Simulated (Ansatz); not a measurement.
**5-layer 2H-MoTe2 (2H stacking) in a perpendicular field**

Wanted: the out-of-plane response of the 5-layer 2H-MoTe2 (2H stacking). A positive field points along +c.

Method: plane-wave DFT, PBE-D3(BJ), Ansatz PAW, in Ansatz 0.2.0.

## (1) Set-up

The cell holds 15 atoms: 10 Te and 5 Mo. Its edges and angles: a = 3.550 Å, b = 3.550 Å, c = 95.171 Å, α = 90.0°, β = 90.0°, γ = 120.0°. Regions: layer 1: 2H-MoTe2, 3 atoms (2 Te and 1 Mo); layer 2: 2H-MoTe2, 3 atoms (2 Te and 1 Mo); layer 3: 2H-MoTe2, 3 atoms (2 Te and 1 Mo); layer 4: 2H-MoTe2, 3 atoms (2 Te and 1 Mo); layer 5: 2H-MoTe2, 3 atoms (2 Te and 1 Mo). Vacuum lies along c.

## (2) Relaxing the slab

The starting cell is a guess, so the in-plane lattice and the atoms are relaxed first, with the slab cut off from its images along the normal.

input.yaml reads:

```yaml
crystal:
  lattice:
    - [3.55, 0.0, 0.0]
    - [-1.775, 3.0743901834, 0.0]
    - [0.0, 0.0, 95.1705131568]
  atoms:
    - { symbol: Te, position: [0.3333333333, 0.6666666667, 0.3315102436] }
    - { symbol: Mo, position: [0.0, 0.0, 0.3513383527] }
    - { symbol: Te, position: [0.3333333333, 0.6666666667, 0.3711664618] }
    - { symbol: Te, position: [0.0, 0.0, 0.4058410673] }
    - { symbol: Mo, position: [0.3333333333, 0.6666666667, 0.4256691763] }
    - { symbol: Te, position: [0.0, 0.0, 0.4454972854] }
    - { symbol: Te, position: [0.3333333333, 0.6666666667, 0.4801718909] }
    - { symbol: Mo, position: [0.0, 0.0, 0.5] }
    - { symbol: Te, position: [0.3333333333, 0.6666666667, 0.5198281091] }
    - { symbol: Te, position: [0.0, 0.0, 0.5545027146] }
    - { symbol: Mo, position: [0.3333333333, 0.6666666667, 0.5743308237] }
    - { symbol: Te, position: [0.0, 0.0, 0.5941589327] }
    - { symbol: Te, position: [0.3333333333, 0.6666666667, 0.6288335382] }
    - { symbol: Mo, position: [0.0, 0.0, 0.6486616473] }
    - { symbol: Te, position: [0.3333333333, 0.6666666667, 0.6684897564] }
  periodic: [true, true, false]
kpoints:
  mp_grid: { grid: [12, 12, 1] }
hamiltonian:
  xc: pbe
  dispersion: d3bj
scf:
  occupations: { method: fermi_dirac, width: 0.05 }
  convergence: { dr2_threshold: 1.0e-09 }
relax:
  f_tol: 0.004
  max_steps: 90
  cell: {}
output:
  write_potential: true
  write_density: true
  volumetric_format: npy
```

On the command line:

```bash
ansatz run input.yaml --threads 4 --pin off --max-ram 16384MiB --backend cpu --events-out ev --progress --plain --runs-dir out
```

Numbers of over 12 decimals in the logs are rounded to 6 here.

The program printed:

```text
Warning: relax.cell: scf.convergence.dr2_threshold = 1e-9 eV is looser than the 8.47492064389e-11 eV advised for a relaxation that steers and ends on the stress (1e-10 eV for each atom of the cell: 15, times the square of relax.cell.stress_2d_tol = 0.05 N/m over 42.1 Å (the atoms' height at the walk's start and 5 Å past either face), 1.188e-2 GPa, over a crystal's default 0.05). What an SCF threshold leaves in a stress goes as its square root, and in the free energy as the threshold itself, and one threshold admits the most on a small cell: [figures from the program's tests cut] Set scf.convergence.dr2_threshold to 8.47492064389e-11 eV or tighter. [rest of the remark cut]
Engine: ansatz 0.2.0, aarch64-unknown-linux-gnu
Pseudopotentials: kind: paw
Pseudopotential: Te, paw, valence charge 16, recommended cutoff 420 eV (normal), Te.paw.azcp
Pseudopotential: Mo, paw, valence charge 14, recommended cutoff 420 eV (normal), Mo.paw.azcp
Functional definition: PBE
  parameter kappa = 0.804
  parameter beta = 0.066725
  exchange = pbe_x(kappa = kappa, mu = beta*pi^2/3)
  correlation = pbe_c(beta = beta)
Crystal: 15 atoms, lattice volume = 1038.699 Å³
Basis set: ecut = 420 eV, 20077 PW (Γ), exchange–correlation on 48×48×1280 points (8 copies of the dense FFT grid, shifted against one another)
Bands: 138, of which v1, the nominal top of the filled ones, is band 115 counted from 1 (114 counted from 0)
Symmetry: 12 space group operations
Space group: P-6m2 (ITA 187), of the structure as read, at distance tolerance 1.0e-4 Å
k-points: 19 of 144 (time reversal used)
Non-local potential: Te, projectors of the file, l = 0: 2, l = 1: 2, l = 2: 2, l = 3: 2
Non-local potential: Mo, projectors of the file, l = 0: 3, l = 1: 2, l = 2: 2, l = 3: 1
PAW form: soft (Blöchl's): semilocal exchange-correlation on the pseudo side does not see the compensation charge
PAW one-centre angular grid: Te, 590 points (default); XC on 64 Gauss nodes
PAW one-centre angular grid: Mo, 590 points (default); XC on 64 Gauss nodes
Initial density: superposition of atomic densities (neutral atoms: chi_scale 0, normalization atom), corrected by the library's trained network
Initial wavefunctions: pseudopotential atomic-orbital guess
Functional: x = pbe(κ = 0.804, μ = 0.219515), c = pbe(β = 0.066725)
SCF iter   1: F=—  HF=-94590.562430 eV  |F-HF|=—  |Δ(HF+E_count)|=         —  Δρ=2.70e-3  dr2=1.59e-1  ethr=1.77e-3  ⟨swp⟩=12.2  Hψ=15083  notcnv=0  defer=26
preconditioner: auto → Resta (q_TF=auto, 2.122 Å⁻¹)  ε∞=3.6  [insulator: Δε(μ)=0.687 eV  Ē_g=6.834 eV  σ=0.050 eV  W_gap=1.00  n_scr=166 (ndim 8)  ℏωp=10.9 eV  f_vac=0.623  D(μ)=0.01/eV (n_scr^D=0)  ε∞_Penn≈3.6  vacuum switching on, ρ_ref=3.4e-3 e/Å³]
SCF iter   2: F=—  HF=-94590.587665 eV  |F-HF|=—  |Δ(HF+E_count)|=   2.52e-2  Δρ=1.82e-3  dr2=2.54e-1  ethr=6.91e-5  ⟨swp⟩=3.5  Hψ=5230  notcnv=0  defer=127
SCF iter   3: F=—  HF=-94590.576401 eV  |F-HF|=—  |Δ(HF+E_count)|=   1.13e-2  Δρ=1.15e-3  dr2=1.57e-2  ethr=6.91e-5  ⟨swp⟩=3.3  Hψ=4302  notcnv=0  defer=120
SCF iter   4: F=—  HF=-94590.584481 eV  |F-HF|=—  |Δ(HF+E_count)|=   8.08e-3  Δρ=7.04e-4  dr2=3.81e-2  ethr=6.83e-6  ⟨swp⟩=3.1  Hψ=4521  notcnv=0  defer=115
SCF iter   5: F=—  HF=-94590.582131 eV  |F-HF|=—  |Δ(HF+E_count)|=   2.35e-3  Δρ=8.97e-5  dr2=2.55e-4  ethr=6.83e-6  ⟨swp⟩=2.7  Hψ=3375  notcnv=0  defer=115
SCF iter   6: F=—  HF=-94590.582144 eV  |F-HF|=—  |Δ(HF+E_count)|=   1.30e-5  Δρ=5.64e-5  dr2=1.04e-4  ethr=1.11e-7  ⟨swp⟩=4.1  Hψ=5327  notcnv=0  defer=116
SCF iter   7: F=—  HF=-94590.582166 eV  |F-HF|=—  |Δ(HF+E_count)|=   2.23e-5  Δρ=4.96e-5  dr2=9.39e-5  ethr=4.50e-8  ⟨swp⟩=2.7  Hψ=3702  notcnv=0  defer=116
SCF iter   8: F=—  HF=-94590.582214 eV  |F-HF|=—  |Δ(HF+E_count)|=   4.80e-5  Δρ=1.66e-5  dr2=1.00e-5  ethr=4.08e-8  ⟨swp⟩=2.3  Hψ=3115  notcnv=0  defer=117
SCF iter   9: F=—  HF=-94590.582535 eV  |F-HF|=—  |Δ(HF+E_count)|=   3.21e-4  Δρ=1.01e-5  dr2=4.60e-6  ethr=4.35e-9  ⟨swp⟩=3.0  Hψ=3831  notcnv=0  defer=117
SCF iter  10: F=—  HF=-94590.582535 eV  |F-HF|=—  |Δ(HF+E_count)|=   1.60e-7  Δρ=2.47e-6  dr2=1.06e-7  ethr=2.00e-9  ⟨swp⟩=2.6  Hψ=3256  notcnv=0  defer=117
SCF iter  11: F=—  HF=-94590.582535 eV  |F-HF|=—  |Δ(HF+E_count)|=   7.24e-8  Δρ=1.67e-6  dr2=1.06e-7  ethr=4.62e-11  ⟨swp⟩=4.0  Hψ=5262  notcnv=0  defer=117
SCF iter  12: F=—  HF=-94590.582535 eV  |F-HF|=—  |Δ(HF+E_count)|=   7.65e-9  Δρ=9.42e-7  dr2=3.83e-8  ethr=4.60e-11  ⟨swp⟩=2.8  Hψ=3324  notcnv=0  defer=117
SCF iter  13: F=—  HF=-94590.582535 eV  |F-HF|=—  |Δ(HF+E_count)|=   1.14e-9  Δρ=2.73e-7  dr2=1.45e-9  ethr=1.66e-11  ⟨swp⟩=2.8  Hψ=3457  notcnv=0  defer=117
SCF iter  14: F=—  HF=-94590.582535 eV  |F-HF|=—  |Δ(HF+E_count)|=   4.54e-9  Δρ=1.55e-7  dr2=2.31e-9  ethr=1.00e-12  ⟨swp⟩=11.7  Hψ=17177  notcnv=0
SCF iter  15: F=-94590.582535 eV  HF=-94590.582535 eV  |F-HF|=9.60e-10  |Δ(HF+E_count)|=   4.98e-9  Δρ=5.62e-8  dr2=9.51e-11  ethr=1.00e-12  ⟨swp⟩=8.0  Hψ=14153  notcnv=0
SCF 1 converged in 15 iterations: F = -94590.582535 eV  dr2 = 9.51e-11
  greatest PAW one-centre occupation: 0.998 electrons in one spin orbital (limit 2), on the Mo atom at site 7 (counted from 0), in its partial waves of l = 0
relax step   1: F+E_penalty+E_count = -94590.58253469 eV  Δ(F+E_penalty+E_count) = +0.000e0 eV  max|allowed force component| = 1.078e0 eV/Å  Δτ_max = 0.0000 Å  P = -17.852 N/m  Ω = 1038.699 Å³  fix = [c, alpha, beta]  reactions: c -0.000 N/m  (15 SCF iters, accepted)
Crystal: 15 atoms, lattice volume = 1000.996 Å³
Basis set: ecut = 420 eV, 19477 PW (Γ), exchange–correlation on 48×48×1280 points (8 copies of the dense FFT grid, shifted against one another)
Initial density: handed on by an earlier stage of this run
Initial wavefunctions: those handed on with the density
iter 1 solved again at ethr=6.79e-4 eV; its pass at ethr=3.10e-3 eV (dr2=1.56e0 eV) is discarded
SCF iter   1: F=—  HF=-94590.265228 eV  |F-HF|=—  |Δ(HF+E_count)|=         —  Δρ=8.79e-3  dr2=1.58e0  ethr=6.79e-4  ⟨swp⟩=4.5  Hψ=16642  notcnv=0  defer=4
preconditioner: auto → Resta (q_TF=auto, 2.135 Å⁻¹)  ε∞=3.2  [insulator: Δε(μ)=0.721 eV  Ē_g=7.451 eV  σ=0.050 eV  W_gap=1.00  n_scr=154 (ndim 8)  ℏωp=11.1 eV  f_vac=0.628  D(μ)=0.00/eV (n_scr^D=0)  ε∞_Penn≈3.2  vacuum switching on, ρ_ref=4.0e-3 e/Å³]
SCF iter   2: F=—  HF=-94590.221016 eV  |F-HF|=—  |Δ(HF+E_count)|=   4.42e-2  Δρ=6.96e-3  dr2=1.32e0  ethr=6.79e-4  ⟨swp⟩=5.2  Hψ=4813  notcnv=0  defer=1
SCF iter   3: F=—  HF=-94590.060714 eV  |F-HF|=—  |Δ(HF+E_count)|=   1.60e-1  Δρ=2.58e-3  dr2=4.94e-2  ethr=5.72e-4  ⟨swp⟩=3.2  Hψ=4447  notcnv=0  defer=157
[...]
relax step   9: F+E_penalty+E_count = -94591.17646132 eV  Δ(F+E_penalty+E_count) = -1.767e-5 eV  max|allowed force component| = 1.165e-3 eV/Å  Δτ_max = 0.0052 Å  P = +0.003 N/m  Ω = 1008.564 Å³  energy of the carried Pulay correction = +2.047e-3 eV  fix = [c, alpha, beta]  reactions: c +0.000 N/m  (9 SCF iters, accepted)
Initial wavefunctions: pseudopotential atomic-orbital guess (no wavefunctions were taken with the density)
iter 1 solved again at ethr=1.32e-6 eV; its pass at ethr=3.10e-3 eV (dr2=3.03e-3 eV) is discarded
SCF iter   1: F=—  HF=-94591.173908 eV  |F-HF|=—  |Δ(HF+E_count)|=         —  Δρ=2.45e-5  dr2=8.90e-7  ethr=1.32e-6  ⟨swp⟩=6.4  Hψ=25356  notcnv=0
eigensolver tolerance schedule: the retry pair's looser diagonalisation over-reported the residual by 3405.46 of it (diagonalisation noise at an unbounded share of the residual, at the tolerance the schedule requests for it); recorded, not acted on — ethr = c·dr2/N_el stays at c = 1.0e-1
SCF iter   2: F=—  HF=-94591.174294 eV  |F-HF|=—  |Δ(HF+E_count)|=   3.86e-4  Δρ=1.20e-5  dr2=2.18e-7  ethr=3.87e-10  ⟨swp⟩=5.1  Hψ=8563  notcnv=0
SCF iter   3: F=—  HF=-94591.174294 eV  |F-HF|=—  |Δ(HF+E_count)|=   3.39e-7  Δρ=3.64e-6  dr2=1.87e-7  ethr=9.49e-11  ⟨swp⟩=3.0  Hψ=5415  notcnv=0
SCF iter   4: F=—  HF=-94591.174294 eV  |F-HF|=—  |Δ(HF+E_count)|=   1.80e-9  Δρ=2.03e-6  dr2=1.07e-7  ethr=8.12e-11  ⟨swp⟩=3.0  Hψ=4164  notcnv=0
SCF iter   5: F=—  HF=-94591.174294 eV  |F-HF|=—  |Δ(HF+E_count)|=  2.91e-11  Δρ=8.92e-7  dr2=1.73e-8  ethr=4.65e-11  ⟨swp⟩=2.1  Hψ=3370  notcnv=0
SCF iter   6: F=—  HF=-94591.174294 eV  |F-HF|=—  |Δ(HF+E_count)|=   1.92e-9  Δρ=2.63e-7  dr2=1.17e-9  ethr=7.53e-12  ⟨swp⟩=2.3  Hψ=3715  notcnv=0
SCF iter   7: F=-94591.174294 eV  HF=-94591.174294 eV  |F-HF|=2.79e-9  |Δ(HF+E_count)|=   3.67e-9  Δρ=5.89e-8  dr2=1.00e-10  ethr=1.00e-12  ⟨swp⟩=19.1  Hψ=21017  notcnv=0
SCF 10 converged in 7 iterations: F = -94591.174294 eV  dr2 = 1.00e-10
relax step  10: F+E_penalty+E_count = -94591.17429395 eV  Δ(F+E_penalty+E_count) = +2.167e-3 eV  max|allowed force component| = 1.238e-3 eV/Å  Δτ_max = 0.0000 Å  P = +0.011 N/m  Ω = 1008.564 Å³  fix = [c, alpha, beta]  reactions: c +0.000 N/m  stress off target by 1.09e-2 N/m on what of the cell is left free  SCF on the basis re-selected at this cell (its energy is not comparable with the rows above)  (7 SCF iters)
basis re-selected at this cell: Δ(F+E_penalty+E_count) = +2.167e-3 eV, ΔP = +0.007 N/m vs the last step (what re-selecting the basis moved, of the pressure what is left beyond the Pulay correction that the steps carried, after the strain that the cell walked since its last selection, with what the two solves' SCF thresholds leave and, on support functions, any second-order correction that the steps lacked; it is no m [...]
WARN: The output density's exchange-correlation potential varies sharply where the density is thin. Do not read a vacuum level from v_tot or v_xc, or from such a field of the output density. On a cell that repeats whose density bears no net charge and no dipole along the vacuum's axis use v_es (v_loc + v_h of the components); under efield.dipole_correction with no amplitude use v_es + v_field, which holds any externa [...]
dispersion: the relaxed geometry stands within reach of a switch of an atom's C6, across which e_disp changes (each atom's share, over what another start of this relaxation can change, counted as every distance, over a cell that relax.cell.fix or crystal.periodic holds in part: site 1 (Mo), some 0.20 eV, crossed with farther neighbours; site 4 (Mo), some 0.22 eV, crossed with farther neighbours; site 7 (Mo), some 0.2 [...]
SCF converged after 7 iterations
Free energy (F): -94591.174294 eV
Harris-Foulkes:  -94591.174294 eV  (|F-HF|=2.79e-9)
Internal energy: -94591.174166 eV  (E = F + TS)
E sigma→0 (E₀):  -94591.174230 eV
Entropy (-TS):   -0.000128 eV (-0.009 meV/atom)
Fermi energy:    -4.290724 eV
--- Per-component energies (eV) ---
  E_band       = -6807.066926
  E_kinetic    = 4025.904923
  E_local      = -5646058.751409  (includes V_loc(G=0)·N_el)
  E_nonlocal   = -2381.568545
  E_hartree    = 2822163.940502
  E_xc         = -2166.075415
  E_vxc        = -2194.594729  (∫ρ·V_xc dr)
  E_paw        = -62634.868170  (= ΣΔE_a)
  E_vpaw       = -4525.938266  (= ΣTr[D̂ρ^β])
  E_aug_tail   = -0.001471  (compensation charges beyond the density's cutoff)
  E_ewald      = 2792468.074413
  E_disp       = -7.828994  (pairwise vdW)
  E_smearing   = -0.000128  (= −TS)
  E_closure    = -0.000000  (closes the sum)
  Σ components = -94591.174294   (vs F -94591.174294, Δ=0.00e0)
--- Forces (eV/Å), atoms counted from 1 ---
  atom   1  Te     0.00000000    -0.00000000    -0.00010266
  atom   2  Mo     0.00000000     0.00000000     0.00045921
  atom   3  Te    -0.00000000    -0.00000000     0.00004290
  atom   4  Te     0.00000000     0.00000000    -0.00069640
  atom   5  Mo     0.00000000    -0.00000000    -0.00027694
  atom   6  Te     0.00000000     0.00000000     0.00055406
  atom   7  Te    -0.00000000    -0.00000000    -0.00123804
  atom   8  Mo     0.00000000     0.00000000     0.00000000
  atom   9  Te    -0.00000000    -0.00000000     0.00123804
  atom  10  Te     0.00000000     0.00000000    -0.00055406
  atom  11  Mo     0.00000000    -0.00000000     0.00027694
  atom  12  Te     0.00000000     0.00000000     0.00069640
  atom  13  Te    -0.00000000    -0.00000000    -0.00004290
  atom  14  Mo     0.00000000     0.00000000    -0.00045921
  atom  15  Te     0.00000000    -0.00000000     0.00010266
  max |Σ_I F_I| component: 2.08e-17 eV/Å
--- 2D stress c σ (N/m, compression-positive) ---
        0.010882       0.000000      -0.000000
       -0.000000       0.010882       0.000000
       -0.000000       0.000000       0.000000
  P = ½ c Tr σ = 0.0109 N/m
--- Band table (eV; the first three rows and the last of 19) ---
  k-point 0: bands = [... 111 lower, -4.7595, -4.6958, -4.6528, -4.6307, -1.7550, -1.7550, -1.7346, -1.7346, ... 19 higher]
  k-point 1: bands = [... 111 lower, -4.7352, -4.7225, -4.6999, -4.6712, -2.1196, -2.1085, -2.0856, -2.0504, ... 19 higher]
  k-point 2: bands = [... 111 lower, -5.1147, -5.0822, -5.0202, -4.9395, -2.8424, -2.8046, -2.7320, -2.6582, ... 19 higher]
  k-point 18: bands = [... 111 lower, -4.9482, -4.8746, -4.7922, -4.7297, -3.6344, -3.6335, -3.6283, -3.6225, ... 19 higher]
  the weakly bound empty levels are not read free of the cell's end (no_gap_told)
--- Relaxed structure (9 steps of the walk, 7 accepted, 1 SCFs on fresh bases) ---
  F+E_penalty+E_count = -94591.17429395 eV   max|allowed force component| = 1.238e-3 eV/Å   (the final SCF, on the basis selected at the relaxed cell)
  cell:  # Å, volume = 1008.5636 Å³
    - [3.498123, 0.0, 0]
    - [-1.749062, 3.029464, 0]
    - [0, 0, 95.1705131568]
  atoms:
    - { symbol: Te, position: [0.333333, 0.666667, 0.336965] }
    - { symbol: Mo, position: [-2.3410552524272692e-18, -2.0395208157718862e-17, 0.356058] }
    - { symbol: Te, position: [0.333333, 0.666667, 0.375172] }
    - { symbol: Te, position: [-1.5475491398777107e-18, -2.0395208157718865e-17, 0.408961] }
    - { symbol: Mo, position: [0.333333, 0.666667, 0.428048] }
    - { symbol: Te, position: [-8.131255513433138e-19, -2.0395208157718865e-17, 0.447136] }
    - { symbol: Te, position: [0.333333, 0.666667, 0.480913] }
    - { symbol: Mo, position: [0, -2.0395208157718856e-17, 0.5] }
    - { symbol: Te, position: [0.333333, 0.666667, 0.519087] }
    - { symbol: Te, position: [8.131255513433061e-19, -2.0395208157718865e-17, 0.552864] }
    - { symbol: Mo, position: [0.333333, 0.666667, 0.571952] }
    - { symbol: Te, position: [1.5475491398777061e-18, -2.0395208157718865e-17, 0.591039] }
    - { symbol: Te, position: [0.333333, 0.666667, 0.624828] }
    - { symbol: Mo, position: [2.3410552524272785e-18, -2.0395208157718862e-17, 0.643942] }
    - { symbol: Te, position: [0.333333, 0.666667, 0.663035] }
```

Run time: 26 min. Hardware: 4 threads of Arm Neoverse V1, shared host; peak memory 3.9 GiB.

The steps of the relaxation:

```csv
step,energy less that of the first step (eV),largest force component (eV/Å),volume (Å³)
1,0.0000,1.0780,1038.70
2,0.5304,1.9295,1001.00
3,-0.5283,0.2704,1000.28
4,-0.5551,0.1245,1011.47
5,-0.5825,0.0202,1007.66
6,-0.5931,0.0447,1007.13
7,-0.5854,0.0619,1008.74
8,-0.5939,0.0032,1008.55
9,-0.5939,0.0012,1008.56
10*,-0.5918,0.0012,1008.56
```

Relaxation steps marked * repeat the geometry before them on a plane-wave basis chosen anew for their cell, so energy and pressure can jump there. Relaxation steps 2, 7 were tried and not accepted.

The run keeps the 12 symmetry operations that it works with, so distortions that break them were not tested.

```csv
cell as run,before,after,change
a (Å),3.550,3.498,-1.5 %
b (Å),3.550,3.498,-1.5 %
```

The atoms that moved most (Å, along periodic axes as changes of fractional coordinates times the final cell, across vacuum about the mean position):

```csv
atom,dx,dy,dz,length
Te1,0.000,0.000,0.519,0.519
Te15,0.000,0.000,-0.519,0.519
Mo2,0.000,0.000,0.449,0.449
Mo14,0.000,0.000,-0.449,0.449
Te3,0.000,0.000,0.381,0.381
Te13,0.000,0.000,-0.381,0.381
Te4,0.000,0.000,0.297,0.297
Te12,0.000,0.000,-0.297,0.297
```

Final coordinates:

```cif
data_structure
_symmetry_space_group_name_H-M 'P 1'
_symmetry_Int_Tables_number 1
_cell_length_a 3.4981
_cell_length_b 3.4981
_cell_length_c 95.1705
_cell_angle_alpha 90.000
_cell_angle_beta 90.000
_cell_angle_gamma 120.000
_cell_volume 1008.56
loop_
_atom_site_label
_atom_site_type_symbol
_atom_site_fract_x
_atom_site_fract_y
_atom_site_fract_z
_atom_site_occupancy
Te1 Te 0.33333 0.66667 0.33697 1
Mo2 Mo 0.00000 0.00000 0.35606 1
Te3 Te 0.33333 0.66667 0.37517 1
Te4 Te 0.00000 0.00000 0.40896 1
Mo5 Mo 0.33333 0.66667 0.42805 1
Te6 Te 0.00000 0.00000 0.44714 1
Te7 Te 0.33333 0.66667 0.48091 1
Mo8 Mo 0.00000 0.00000 0.50000 1
Te9 Te 0.33333 0.66667 0.51909 1
Te10 Te 0.00000 0.00000 0.55286 1
Mo11 Mo 0.33333 0.66667 0.57195 1
Te12 Te 0.00000 0.00000 0.59104 1
Te13 Te 0.33333 0.66667 0.62483 1
Mo14 Mo 0.00000 0.00000 0.64394 1
Te15 Te 0.33333 0.66667 0.66303 1
```

Numbers from this step:

| Property | Result |
| --- | --- |
| energy at zero smearing | -94591.1742 eV |

The lattice constant a goes from 3.550 to 3.498 Å.

[end of part 1 of 2]

[Logs are printed without paths, hosts, clocks, repeated set-up lines and the standing remarks that a program may print on its own settings, such as how far it seeks lower states.]

[Hosts, paths, dates, database ids (printed as entryN), source tags and the programs' standing remarks are cut or masked in the printed files.]

[Maps of the electrostatic potential energy from Ansatz leave out the sawtooth potential of an applied field or a dipole correction, so their vacuum need not be flat; planar profiles and work functions include it.]
